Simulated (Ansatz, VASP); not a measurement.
# MgO: VASP beside Ansatz

Contents of INCAR:

```
SYSTEM = MgO
PREC     = Accurate       ! precision mode
ENCUT    = 520            ! plane-wave cutoff, eV
EDIFF    = 1E-7           ! SCF threshold, eV
ISMEAR   = 0              ! smearing method
SIGMA    = 0.05           ! smearing width, eV
LREAL    = .FALSE.        ! projectors in reciprocal space
LASPH    = .TRUE.         ! aspherical terms in the spheres
NELM     = 80             ! most SCF steps
ALGO     = Normal         ! electronic algorithm
ISIF     = 2              ! what is computed and relaxed
LWAVE    = .FALSE.        ! write WAVECAR
LCHARG   = .TRUE.         ! write CHGCAR
LELF     = .TRUE.         ! ELF
LVHAR    = .TRUE.       
NBANDS   = 11             ! bands
```

KPOINTS

```
Automatic mesh
0
G
  9 9 8
  0 0 0
```

The input POSCAR:

```
MgO
1.0
    2.8939505899      0.0000000000      0.0000000000
   -1.4469752949      2.5062347281      0.0000000000
    0.0000000000      0.0000000000      2.6796800000
Mg O
1 1
Direct
    0.0000000000      0.0000000000      0.0000000000
    0.3333333333      0.6666666667      0.5000000000
```

Input for Ansatz:

```yaml
crystal:
  lattice:
    - [2.8939505899, 0.0, 0.0]
    - [-1.4469752949, 2.5062347281, 0.0]
    - [0.0, 0.0, 2.67968]
  atoms:
    - { symbol: Mg, position: [0.0, 0.0, 0.0] }
    - { symbol: O, position: [0.3333333333, 0.6666666667, 0.5] }
basis:
  ecutwfc: 420
kpoints:
  mp_grid: { grid: [9, 9, 8] }
hamiltonian:
  xc: lda
scf:
  occupations: { method: gaussian, width: 0.05 }
output:
  forces: true
  stress: true
  eigenvalues: true
```

Change from the starting cell: strain -0.015 along x and y, +0.000 along z, atoms carried along.

Alike in both runs: task single point; functional LDA; k mesh 9 × 9 × 8; occupations gaussian, width 0.05 eV; no spin polarisation.

```csv
,VASP,Ansatz
version,VASP 6.6.1,Ansatz 0.2.0
potentials or method,"VASP PAW LDA potentials, release 64 (Mg, O)","scalar-relativistic, plane waves, PAW"
plane-wave cutoff (eV),520,420
valence electrons in the cell,8,16
```

```csv
,VASP,Ansatz,Ansatz less VASP
gap on the k mesh at the Fermi level (eV),3.18,3.19,+0.004
least direct gap on the mesh (eV),3.68,3.68,+0.001
pressure (GPa),-7.5,-5.8,+1.64
largest component of the traceless stress (GPa),5.92,5.67,-0.246
```

The two sets of potentials don't hold the same shells in valence.

Caveats: an odd mesh through Γ misses points on the zone boundary, where band edges often lie.
